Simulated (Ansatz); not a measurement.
AlN:

```
Al N
1.0
     0.00000    2.18399    2.18399
     2.18399    0.00000    2.18399
     2.18399    2.18399    0.00000
Al N
1 1
Direct
  0.00000 0.00000 0.00000
  0.25000 0.25000 0.25000
```

Measurements of this composition are mostly on another form, of space group No. 186.

Base run:

```yaml
Program: Ansatz 0.2.0
Functional: HSE06
Potentials_or_basis: all-electron PAW datasets made for the crystal
Cutoff: 470 eV (chosen from the basis error)
k_mesh: 6 × 6 × 6
Occupations: fermi-dirac, width 0.05 eV
Spin: no spin polarisation
```

Its results: band gap on the k mesh 4.55 eV, indirect (least direct gap 5.56 eV); pressure -0.5 GPa.

The run is repeated on the same cell with these changes: functional from HSE06 to PBE; cutoff from 470 eV (chosen from the basis error) to 360 eV (chosen from the basis error). What comes out?

Band gap on the k mesh 3.32 eV, indirect (least direct gap 4.19 eV); pressure 4.8 GPa.

HSE06 gives the wider gap, since exact exchange removes part of the self-interaction.

A k mesh can miss the band edges.

The runs don't all hold the same shells in valence.
